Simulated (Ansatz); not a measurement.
## Relativity along a family in space group Fm-3m

All-electron LAPW with PBE in Ansatz 0.2.0. Each compound is solved scalar-relativistically and non-relativistic at one fixed cell (conventional cell and sites; prototypes and MP cells are computed structures that needn't be known phases). Gaps are the smallest over the k mesh and a high-symmetry path, and those under 0.4 eV may close elsewhere:

ZrC: a = 4.70 Å, b = 4.70 Å, c = 4.70 Å; Zr 4b (0.500 0.000 0.000), C 4a (0.000 0.000 0.000); 15×15×15 mesh, smearing 0.05 eV, COD 1562921, measured
HfC: a = 4.65 Å, b = 4.65 Å, c = 4.65 Å; Hf 4b (0.500 0.000 0.000), C 4a (0.000 0.000 0.000); 12×12×12 mesh, smearing 0.05 eV, COD 1539502, reported
TaC: a = 4.45 Å, b = 4.45 Å, c = 4.45 Å; Ta 4a (0.000 0.000 0.000), C 4b (0.500 0.000 0.000); 16×16×16 mesh, smearing 0.05 eV, COD 9008731, reported

```csv
compound,largest Z,P scalar (GPa),P non-relativistic less P scalar (GPa),gap scalar (eV),gap non-relativistic (eV)
ZrC,40,1.2,?,none,none
HfC,72,0.3,?,none,none
TaC,73,4.8,?,none,none
```

What belongs in the row "HfC", column "P non-relativistic less P scalar (GPa)"?

+11.62.

Fill in "P non-relativistic less P scalar (GPa)" for the row "TaC".

+16.18.

Give the missing entry: row "ZrC", column "P non-relativistic less P scalar (GPa)".

+1.37.
